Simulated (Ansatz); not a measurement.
# Fe: the cost of one run

Program: Ansatz 0.2.0. Level of theory: DFT PBE, scalar-relativistic, plane waves, PAW. These are calculated values, not measurements.

The COD entry's cell or inner coordinates are ideal or old and differ from later refinements, so a difference from it is no clean test against experiment.

2 further runs of the same task are left out: 1 that didn't finish, 1 set aside as unsound or not needed.

**1. The starting structure**

It takes space group Im-3m (No. 229, cubic). The conventional cell has a = 2.832 Å, b = 2.832 Å, c = 2.832 Å, α = 90.00°, β = 90.00°, γ = 90.00°. Fe (site symmetry m-3m) has 8 Fe at 2.45 Å as nearest neighbours.

Structure file:

```
CELL_PARAMETERS angstrom
-1.41579 1.41579 1.41579
1.41579 -1.41579 1.41579
1.41579 1.41579 -1.41579
ATOMIC_POSITIONS crystal
Fe 0.00000 0.00000 0.00000
```

It is the result of an earlier relaxation at this level (volume 11.35 Å³/atom; gap on the mesh: none (metal), site moments up to 2.2 μB).

**2. Next: the strip chain**

A free-standing chain of the crystal's atoms, periodic along c. Atoms and period relax; energies count from the bulk, -4480.4850 eV an atom.

The cell holds 2 Fe: a = 11.000 Å, b = 9.300 Å, c = 2.339 Å, α = 90.00°, β = 90.00°, γ = 90.00°.

**3. Relaxing it**

Pressure and volume refer to the whole cell with its vacuum; only the period along c may change.

input.yaml reads:

```yaml
crystal:
  lattice:
    - [11.0, 0.0, 0.0]
    - [0.0, 9.3, 0.0]
    - [0.0, 0.0, 2.3394178339]
  atoms:
    - { symbol: Fe, position: [0.40971372, 0.5, 0.0], spin: 2.44 }
    - { symbol: Fe, position: [0.59028628, 0.5, 0.5], spin: 2.44 }
basis:
  ecutwfc: 420
kpoints:
  mp_grid: { grid: [1, 1, 27] }
hamiltonian:
  xc: pbe
scf:
  occupations: { method: gaussian, width: 0.05 }
output:
  forces: true
  stress: true
  eigenvalues: true
  populations: true
  write_density: true
  write_potential: true
  elf: true
  volumetric_format: npy
magnetization:
  spin_polarized: true
relax:
  adjacent_minimum: "off"
  f_tol: 0.01
  max_steps: 45
  cell: { fix: [a, b, alpha, beta, gamma], stress_tol: 0.03 }
```

Started as:

```bash
> ansatz run input.yaml --threads 2 --pin off --max-ram 5120MiB --backend cpu --events-out ev --progress --plain --runs-dir out
```

What time and memory should one allow on 2 threads of AMD EPYC 7R43 (Zen 3), shared host?

About 64 s, with a peak of 0.6 GiB.
